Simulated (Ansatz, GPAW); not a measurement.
# Geometry or basis: what sets the conductance of a Ag chain with one C atom in line, part 3 of 4

How well does a Ag chain with one C atom in line conduct once its atoms have relaxed, and how much do cheaper levels lose?

GPAW 26.7.0 and Ansatz 0.2.0; Ansatz plane waves; relaxation of the junction with the lead ends held; PAW set soft_1 (the session's first sound run).

So far, transmission at the Fermi level (one spin): step 3 (plane waves, PBE) 0.725. Also open channels of the lead at the Fermi level (one spin): step 3 1.

## Step 4: GPAW, dzp

Localised orbitals split the wire into layers that couple to their neighbours alone, which is what the Green's function method needs; double zeta with polarisation is the usual level for numbers.

This step: GPAW LCAO, PAW setups; Landauer transmission from Green's functions with principal layers (ASE), zero bias (GPAW 26.7.0).

The input, run.py:

```python
import json
import numpy as np
from ase import Atoms
from ase.transport.calculators import TransportCalculator
from gpaw import GPAW, FermiDirac
from gpaw.lcao.tools import get_lcao_hamiltonian
from scipy.linalg import eigh

# The junction with lead layers at both ends, along the third cell vector
device = Atoms(
    ['Ag', 'Ag', 'Ag', 'Ag', 'Ag', 'Ag', 'Ag', 'C', 'Ag', 'Ag', 'Ag', 'Ag', 'Ag', 'Ag', 'Ag'],
    positions=[
        [4.50000, 4.50000, 1.33000],
        [4.50000, 4.50000, 3.99000],
        [4.50000, 4.50000, 6.65000],
        [4.50000, 4.50000, 9.31000],
        [4.50000, 4.50000, 11.97000],
        [4.25446, 3.87041, 14.63900],
        [4.51237, 4.70918, 17.22748],
        [4.74394, 4.74369, 19.20728],
        [4.70009, 4.52703, 21.18809],
        [3.83044, 4.37564, 23.77414],
        [4.50000, 4.50000, 26.43840],
        [4.50000, 4.50000, 29.09840],
        [4.50000, 4.50000, 31.75840],
        [4.50000, 4.50000, 34.41840],
        [4.50000, 4.50000, 37.07840]],
    cell=[[9.0, 0.0, 0.0], [0.0, 9.0, 0.0], [0.0, 0.0, 38.4084]],
    pbc=True)

# One principal layer of the lead: the first 4 atoms of the device
lead = Atoms(
    ['Ag', 'Ag', 'Ag', 'Ag'],
    positions=[
        [4.50000, 4.50000, 1.33000],
        [4.50000, 4.50000, 3.99000],
        [4.50000, 4.50000, 6.65000],
        [4.50000, 4.50000, 9.31000]],
    cell=[[9.0, 0.0, 0.0], [0.0, 9.0, 0.0], [0.0, 0.0, 10.64]],
    pbc=True)

settings = dict(mode='lcao', basis='dzp', xc='PBE', h=0.2,
                occupations=FermiDirac(0.1), maxiter=250,
                mixer=dict(beta=0.1, nmaxold=8, weight=100.0),
                convergence=dict(density=0.0001))
energies = np.arange(-2, 2 + 1e-9, 0.025)
eta = 0.0001
n1, n2 = 1, 1
# k and -k transmit alike, so half of the mesh across the current serves
mesh = [(i, j) for i in range(n1) for j in range(n2) if (i, j) <= (-i % n1, -j % n2)]
weights = np.array([1 if (i, j) == (-i % n1, -j % n2) else 2 for i, j in mesh]) / (n1 * n2)

# [... helper functions left out ...]
fermi_lead = ground_state(lead, (1, 1, 11), 'lead.txt')
fermi_device = ground_state(device, (1, 1, 2), 'device.txt')
# [... loop over the mesh left out, but for ...]
        # Shift the lead onto the potential of the device's first layer
        shift = ((H[:, 0, 0] - H0[:, 0, 0]) / S0[0, 0]).real.mean()
# [...]
kT = 8.617333e-5 * 300
bias = [0.1, 0.2, 0.5, 1.0, 1.5, 2.0]
# [... integrals and printing left out ...]
```

Command:

```sh
$ OMP_NUM_THREADS=1 OPENBLAS_NUM_THREADS=1 python run.py
```

Numbers of over 12 decimals in the logs are rounded to 6 here.

Log:

```text
basis functions: device 391, principal layer 108
Fermi level: lead -3.7843 eV, device -3.7388 eV; lead shifted by -0.0021 eV
largest coupling past the next layer 3.56e-05 eV, largest misfit of the first layer 0.091 eV
  E-E_F (eV)   T (one spin)  [channel counts left out]
    -2.000    2.6488e-03
    -1.975    2.2392e-03
    -1.950    1.8766e-03
    -1.925    1.5565e-03
    -1.900    1.2744e-03
    -1.875    1.0250e-03
    -1.850    8.0170e-04
    -1.825    5.9437e-04
    -1.800    3.8172e-04
    -1.775    7.7189e-05
    -1.750    6.2718e-05
    -1.725    5.0588e-05
    -1.700    3.9685e-05
    -1.675    2.9593e-05
    -1.650    1.9878e-05
    -1.625    9.9302e-06
[...]
1.825    4.1159e-01
     1.850    4.1630e-01
     1.875    4.2109e-01
     1.900    4.2593e-01
     1.925    4.3083e-01
     1.950    4.3578e-01
     1.975    4.4078e-01
     2.000    4.4581e-01
conductance at 300 K: 0.70336 G0 a cell; thermopower 8.056 uV/K
current from the zero-bias T(E) at 0.1 V: 5.3612 uA
current from the zero-bias T(E) at 0.2 V: 10.107 uA
current from the zero-bias T(E) at 0.5 V: 21.317 uA
current from the zero-bias T(E) at 1.0 V: 41.612 uA
current from the zero-bias T(E) at 1.5 V: 62.757 uA
current from the zero-bias T(E) at 2.0 V: 85.287 uA
```

Elapsed: 97 s, on 1 thread of Arm Neoverse V2, shared host; peak memory 1.4 GiB.

This step gave:

```
conductance                                    : 0.7034 G₀
largest coupling past the next principal layer : 3.56e-5 eV
largest misfit of the first principal layer    : 0.09128 eV
shift that aligns the lead                     : -0.002089 eV
basis functions of the junction                : 391
basis functions of a principal layer           : 108
transmission at the Fermi level (one spin)     : 0.7215
```

One spin. The transmission, zone mean by energy, zero at the Fermi level:

```
energy (eV)  transmission, zone mean
     -2.000                  0.00265
     -1.800                   3.8e-4
     -1.600                   1.2e-8
     -1.400                   1.3e-8
     -1.200                   1.2e-8
     -1.000                    0.889
     -0.800                    0.848
     -0.600                    0.756
     -0.400                    0.716
     -0.200                    0.710
      0.000                    0.721
      0.200                    0.249
      0.400                    0.340
      0.600                    0.321
      0.800                    0.309
      1.000                    0.311
      1.200                    0.323
      1.400                    0.344
      1.600                    0.373
      1.800                    0.407
      2.000                    0.446
```

Not self-consistent under bias; the bias window is split evenly. The current through one cell, from the zero-bias transmission by bias:

```
bias (V)  current through one cell, from the zero-bias transmission (μA)
   0.100                                                            5.36
   0.200                                                            10.1
   0.500                                                            21.3
   1.000                                                            41.6
   1.500                                                            62.8
   2.000                                                            85.3
```

Transmission of the three most open eigenchannels against energy, zero at the Fermi level:

```
energy (eV)  channel 1  channel 2  channel 3
     -2.000    0.00134     9.4e-4     3.7e-4
     -1.800     2.8e-4     9.6e-5     9.3e-6
     -1.600     1.2e-8    9.2e-11          0
     -1.400     1.3e-8          0          0
     -1.200     1.2e-8    1.2e-12          0
     -1.000      0.889    2.1e-10    2.2e-12
     -0.800      0.848     9.4e-9          0
     -0.600      0.756     1.1e-8          0
     -0.400      0.716     1.1e-8          0
     -0.200      0.710     1.1e-8          0
      0.000      0.721     1.2e-8          0
      0.200      0.249     1.2e-8          0
      0.400      0.340     1.2e-8          0
      0.600      0.321     1.2e-8          0
      0.800      0.309     1.2e-8          0
      1.000      0.311     1.2e-8          0
      1.200      0.323     1.2e-8          0
      1.400      0.344     1.2e-8          0
      1.600      0.373     1.1e-8          0
      1.800      0.407     1.1e-8          0
      2.000      0.446     1.1e-8          0
```

At the Fermi level T is 0.721 against 0.725 in plane waves. Couplings past the next layer reach 3.6e-5 eV, small enough to drop; the matrix elements of the cell's first layer differ from the bulk lead's by up to 0.091 eV. That layer keeps its own values in the calculation, and only beyond it is the lead taken as perfect. The Fermi levels of lead and junction count from different zeros of potential, one for each periodic cell; with both set to zero, the small remaining shift is what aligns them. By hand: G = 0.7034 × 77.48 μS = 54.5 μS, a resistance of 18.3 kΩ; at 0.1 V a linear junction would pass 5.45 μA, and the integral over the bias window gives 5.36 μA.

## Step 5: Single-zeta polarised basis

One radial function a shell plus polarisation makes the matrices smaller; the question is what that costs.

Edit run.py of step 4 so:

```diff
@@ -41,3 +41,3 @@
 
-settings = dict(mode='lcao', basis='dzp', xc='PBE', h=0.2,
+settings = dict(mode='lcao', basis='szp(dzp)', xc='PBE', h=0.2,
                 occupations=FermiDirac(0.1), maxiter=250,
```

Log:

```text
basis functions: device 219, principal layer 60
Fermi level: lead -3.7331 eV, device -3.7134 eV; lead shifted by -0.0025 eV
largest coupling past the next layer 3.56e-05 eV, largest misfit of the first layer 0.124 eV
  E-E_F (eV)   T (one spin)  channels
    -2.000    1.9282e-03    3.0000
    -1.975    1.6841e-03    3.0000
    -1.950    1.4585e-03    3.0000
[...]
1.975    4.2052e-01    1.0000
     2.000    4.2540e-01    1.0000
conductance at 300 K: 0.69927 G0 a cell; thermopower 10.25 uV/K
current from the zero-bias T(E) at 0.1 V: 5.2969 uA
current from the zero-bias T(E) at 0.2 V: 9.8374 uA
current from the zero-bias T(E) at 0.5 V: 20.688 uA
current from the zero-bias T(E) at 1.0 V: 40.148 uA
current from the zero-bias T(E) at 1.5 V: 60.114 uA
current from the zero-bias T(E) at 2.0 V: 80.311 uA
```

Elapsed: 55 s, on 1 thread; peak memory 1.4 GiB.

This step gave:

```yaml
conductance: 0.6993 G₀
largest_misfit_of_the_first_principal_layer: 0.1240 eV
shift_that_aligns_the_lead: -0.002524 eV
basis_functions_of_the_junction: 219
basis_functions_of_a_principal_layer: 60
transmission_at_the_fermi_level_one_spin: 0.7258
```

One spin. Table of transmission, zone mean by energy, zero at the Fermi level:

```
energy (eV)  transmission, zone mean
     -2.000                  0.00193
     -1.900                  0.00107
     -1.800                   4.9e-4
     -1.700                   3.7e-5
     -1.600                   7.8e-6
     -1.500                   2.9e-9
     -1.400                   3.0e-9
     -1.300                   2.6e-9
     -1.200                   2.9e-9
     -1.100                   1.7e-9
     -1.000                    0.701
     -0.900                    0.776
     -0.825                    0.785
     -0.800                    0.783
     -0.700                    0.756
     -0.600                    0.717
     -0.500                    0.693
     -0.400                    0.688
     -0.300                    0.692
     -0.200                    0.696
     -0.100                    0.699
      0.000                    0.726
      0.100                    0.157
      0.200                    0.249
      0.300                    0.318
      0.400                    0.321
      0.500                    0.312
      0.600                    0.302
      0.700                    0.295
      0.800                    0.292
      0.900                    0.291
      1.000                    0.293
      1.100                    0.298
      1.200                    0.306
      1.300                    0.315
      1.400                    0.327
      1.500                    0.340
      1.600                    0.354
      1.700                    0.370
      1.800                    0.388
      1.900                    0.406
      2.000                    0.425
```

The conductance, 0.699 G₀, lies 0.6 % below that of the dzp run. One computed point stands apart from its neighbours (T = 0.0471 at 0.125 eV, between 0.157 and 0.122), which enters the thermal average.

## Step 6: Minimal basis

One function for each valence shell of the setup, as for a first survey of a large system.

Edit run.py of step 5 so:

```diff
@@ -41,3 +41,3 @@
 
-settings = dict(mode='lcao', basis='szp(dzp)', xc='PBE', h=0.2,
+settings = dict(mode='lcao', basis='sz(dzp)', xc='PBE', h=0.2,
                 occupations=FermiDirac(0.1), maxiter=250,
```

Log:

```text
basis functions: device 172, principal layer 48
Fermi level: lead -3.7330 eV, device -3.7221 eV; lead shifted by -0.0023 eV
largest coupling past the next layer 3.59e-05 eV, largest misfit of the first layer 0.060 eV
  E-E_F (eV)   T (one spin)  channels
    -2.000    3.5366e-03    3.0000
    -1.975    3.1726e-03    3.0000
    -1.950    2.8684e-03    3.0000
[...]
1.975    4.3067e-01    1.0000
     2.000    4.3505e-01    1.0000
conductance at 300 K: 0.70685 G0 a cell; thermopower 9.679 uV/K
current from the zero-bias T(E) at 0.1 V: 5.3591 uA
current from the zero-bias T(E) at 0.2 V: 9.9555 uA
current from the zero-bias T(E) at 0.5 V: 20.746 uA
current from the zero-bias T(E) at 1.0 V: 40.351 uA
current from the zero-bias T(E) at 1.5 V: 60.482 uA
current from the zero-bias T(E) at 2.0 V: 81.164 uA
```

It took 44 s on 1 thread; peak memory 1.3 GiB.

This step gave:

```
conductance                                    : 0.7068 G₀
largest coupling past the next principal layer : 3.59e-5 eV
largest misfit of the first principal layer    : 0.06029 eV
shift that aligns the lead                     : -0.002296 eV
basis functions of the junction                : 172
basis functions of a principal layer           : 48
transmission at the Fermi level (one spin)     : 0.7315
```

One spin. Transmission, zone mean against energy, zero at the Fermi level:

```
energy (eV)  transmission, zone mean
     -2.000                  0.00354
     -1.800                  0.00149
     -1.600                   3.0e-4
     -1.400                  9.9e-12
     -1.200                        0
     -1.000                    0.741
     -0.850                    0.793
     -0.800                    0.788
     -0.600                    0.715
     -0.400                    0.693
     -0.200                    0.702
      0.000                    0.732
      0.050                    0.758
      0.200                    0.235
      0.400                    0.326
      0.600                    0.312
      0.800                    0.303
      1.000                    0.306
      1.200                    0.319
      1.400                    0.341
      1.600                    0.368
      1.800                    0.400
      2.000                    0.435
```

The conductance, 0.707 G₀, lies 0.5 % above that of the dzp run. One computed point stands apart from its neighbours (T = 0.0228 at 0.125 eV, between 0.184 and 0.0918), which enters the thermal average.

## Step 7: revPBE in the dzp basis: xc = "revPBE"

Back in the dzp basis, the functional changes from PBE to revPBE, to set the spread between functionals beside that between bases.

Edit run.py of step 6 so:

```diff
@@ -41,3 +41,3 @@
 
-settings = dict(mode='lcao', basis='sz(dzp)', xc='PBE', h=0.2,
+settings = dict(mode='lcao', basis='dzp', xc='revPBE', h=0.2,
                 occupations=FermiDirac(0.1), maxiter=250,
```

Log:

```text
basis functions: device 391, principal layer 108
Fermi level: lead -3.6275 eV, device -3.5885 eV; lead shifted by -0.0019 eV
largest coupling past the next layer 3.58e-05 eV, largest misfit of the first layer 0.090 eV
  E-E_F (eV)   T (one spin)  [channel counts left out]
    -2.000    1.7044e-03
    -1.975    1.3915e-03
    -1.950    1.1184e-03
[...]
1.975    4.4400e-01
     2.000    4.4937e-01
conductance at 300 K: 0.69718 G0 a cell; thermopower 8.528 uV/K
current from the zero-bias T(E) at 0.1 V: 5.3093 uA
current from the zero-bias T(E) at 0.2 V: 9.9917 uA
current from the zero-bias T(E) at 0.5 V: 21.153 uA
current from the zero-bias T(E) at 1.0 V: 41.369 uA
current from the zero-bias T(E) at 1.5 V: 62.402 uA
current from the zero-bias T(E) at 2.0 V: 84.668 uA
```

Wall time 96 s (1 thread); peak memory 1.4 GiB.

Numbers from this step:

| Property | Result |
| --- | --- |
| conductance | 0.6972 G₀ |
| largest coupling past the next principal layer | 3.58e-5 eV |
| largest misfit of the first principal layer | 0.09010 eV |
| shift that aligns the lead | -0.001933 eV |
| basis functions of the junction | 391 |
| basis functions of a principal layer | 108 |
| transmission at the Fermi level (one spin) | 0.7166 |

The conductance, 0.697 G₀, lies 0.9 % below that of the dzp run.

## Step 8: Without the relaxation: geometry = "as built"

The dzp basis with PBE on the structure as first built shows what the relaxation was worth.

Edit run.py of step 7 so:

```diff
@@ -17,7 +17,7 @@
         [4.50000, 4.50000, 11.97000],
-        [4.25446, 3.87041, 14.63900],
-        [4.51237, 4.70918, 17.22748],
-        [4.74394, 4.74369, 19.20728],
-        [4.70009, 4.52703, 21.18809],
-        [3.83044, 4.37564, 23.77414],
+        [4.50000, 4.50000, 14.63000],
+        [4.50000, 4.50000, 17.29000],
+        [4.50000, 4.50000, 19.20420],
+        [4.50000, 4.50000, 21.11840],
+        [4.50000, 4.50000, 23.77840],
         [4.50000, 4.50000, 26.43840],
@@ -41,3 +41,3 @@
 
-settings = dict(mode='lcao', basis='dzp', xc='revPBE', h=0.2,
+settings = dict(mode='lcao', basis='dzp', xc='PBE', h=0.2,
                 occupations=FermiDirac(0.1), maxiter=250,
```

Log:

```text
basis functions: device 391, principal layer 108
Fermi level: lead -3.7843 eV, device -3.7585 eV; lead shifted by -0.0016 eV
largest coupling past the next layer 3.56e-05 eV, largest misfit of the first layer 0.079 eV
  E-E_F (eV)   T (one spin)  channels
    -2.000    1.8426e-02    3.0000
    -1.975    1.5483e-02    3.0000
    -1.950    1.2837e-02    3.0000
[...]
1.975    2.8066e-01    1.0000
     2.000    2.7831e-01    1.0000
conductance at 300 K: 0.72675 G0 a cell; thermopower 3.524 uV/K
current from the zero-bias T(E) at 0.1 V: 5.6273 uA
current from the zero-bias T(E) at 0.2 V: 11.234 uA
current from the zero-bias T(E) at 0.5 V: 27.744 uA
current from the zero-bias T(E) at 1.0 V: 53.652 uA
current from the zero-bias T(E) at 1.5 V: 78.15 uA
current from the zero-bias T(E) at 2.0 V: 101.82 uA
```

The job ended after 97 s (1 thread; peak memory 1.4 GiB).

This step gave:

```
conductance                                    : 0.7267 G₀
thermopower                                    : 3.524 μV/K
largest coupling past the next principal layer : 3.56e-5 eV
largest misfit of the first principal layer    : 0.07853 eV
shift that aligns the lead                     : -0.001647 eV
transmission at the Fermi level (one spin)     : 0.7281
```

The conductance, 0.727 G₀, lies 3.3 % above that of the dzp run.

## Step 9: Cost and result by level

Times are wall times on the hardware named with each run. The series side by side:

```
no.         run  conductance (G₀)  time  memory (GiB)
  1      pw PBE            0.7094  98 s           4.4
  2         dzp            0.7034  97 s           1.4
  3         szp            0.6993  55 s           1.4
  4          sz            0.7068  44 s           1.3
  5  dzp revPBE            0.6972  96 s           1.4
  6     asbuilt            0.7267  97 s           1.4
```

## Step 10: Comparison

The curves are compared point by point over the common energies.

This step: comparison of transmission and cost over codes, levels and geometry; PAW set soft_1 (GPAW 26.7.0).

(Part 3 of 4 ends here.)

[Logs are printed without paths, hosts, clocks, repeated set-up lines and the standing remarks that a program may print on its own settings, such as how far it seeks lower states.]

[Hosts, paths, dates, database ids (printed as entryN), source tags and the programs' standing remarks are cut or masked in the printed files.]
